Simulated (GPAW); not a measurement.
Crystal: InPd.

```
In Pd
1.0
     3.27188    0.00000    0.00000
     0.00000    3.27188    0.00000
     0.00000    0.00000    3.27188
In Pd
1 1
Direct
  0.00000 0.00000 0.00000
  0.50000 0.50000 0.50000
```

The cell comes from a database or a generator and needn't be the stable form of this composition.

Base run:

```yaml
Program: GPAW 26.7.0
Functional: revPBE
Potentials_or_basis: the program's PAW data sets (release 1.2.1) made for this functional
Cutoff: 600 eV
Basis: pw
k_mesh: 8 × 8 × 8
Occupations: fermi-dirac, width 0.05 eV
Spin: no spin polarisation
```

Its results: pressure 5.8 GPa.

Question: After a change of settings the same cell gave: pressure -7.2 GPa. Which change was it?
A. functional from revPBE to RPBE; band points from 100 to 80
B. functional from revPBE to PBEsol; potentials or basis from the program's PAW data sets (release 1.2.1) made for this functional to PAW data sets generated in the run's folder for this functional
C. functional from revPBE to LDA

Answer: C.

LDA binds more tightly than revPBE, so the same cell stands under less pressure.

Not every run made on this cell is shown here.
